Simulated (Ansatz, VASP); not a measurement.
**MgB2: VASP beside Ansatz**

INCAR

```
SYSTEM = MgB2
ALGO = Normal
EDIFF = 1E-6
ENCUT = 520
GGA = CA
ISIF = 2
ISMEAR = -1
LASPH = .True.
LCHARG = .False.
LREAL = .False.
LWAVE = .False.
NBANDS = 11
NELM = 60
PREC = Accurate
SIGMA = 0.05
```

Contents of KPOINTS:

```
k-points
0
Gamma
  15 15 12
  0 0 0
```

Contents of POSCAR:

```
MgB2
1.0
    3.0220238365      0.0000000000      0.0000000000
   -1.5110119183      2.6171494133      0.0000000000
    0.0000000000      0.0000000000      3.4510818610
Mg B
1 2
Direct
    0.0000000000      0.0000000000      0.0000000000
    0.3333333333      0.6666666667      0.5000000000
    0.6666666667      0.3333333333      0.5000000000
```

Input for Ansatz:

```yaml
crystal:
  lattice:
    - [3.0220238365, 0.0, 0.0]
    - [-1.5110119183, 2.6171494133, 0.0]
    - [0.0, 0.0, 3.451081861]
  atoms:
    - { symbol: Mg, position: [0.0, 0.0, 0.0] }
    - { symbol: B, position: [0.3333333333, 0.6666666667, 0.5] }
    - { symbol: B, position: [0.6666666667, 0.3333333333, 0.5] }
kpoints:
  mp_grid: { grid: [15, 15, 12] }
  band_path:
    path:
      - [0.0, 0.0, 0.0]
      - [0.5, 0.0, 0.0]
      - [0.3333333333, 0.3333333333, 0.0]
      - [0.0, 0.0, 0.0]
      - [0.0, 0.0, 0.5]
      - [0.5, 0.0, 0.5]
      - [0.3333333333, 0.3333333333, 0.5]
      - [0.0, 0.0, 0.5]
      - [0.5, 0.0, 0.5]
    npoints: 5
scf:
  occupations: { method: fermi_dirac, width: 0.05 }
hamiltonian:
  xc: lda
  pseudopotentials: { kind: all_electron, lapw: { basis_error: 0.0005 } }
output:
  forces: true
  stress: true
  eigenvalues: true
```

Change from the starting cell: volume scaled by 0.94.

Alike in both runs: task single point; functional LDA; k mesh 15 × 15 × 12; occupations fermi-dirac, width 0.05 eV; no spin polarisation.

|  | VASP | Ansatz |
| --- | --- | --- |
| version | VASP 6.6.1 | Ansatz 0.2.0 |
| potentials or method | VASP PAW LDA potentials, release 64 (Mg, B) | all-electron LAPW, scalar-relativistic |
| plane-wave cutoff (eV) | 520 | see its input |

Ansatz gave:

- pressure (GPa): 1.9
- largest component of the traceless stress (GPa): 0.77

Question: Estimate VASP's values.

Answer: Pressure (GPa): 1.3; largest component of the traceless stress (GPa): 0.89.

Ansatz ran all-electron here, so the differences hold the error of VASP's frozen core and of both bases.
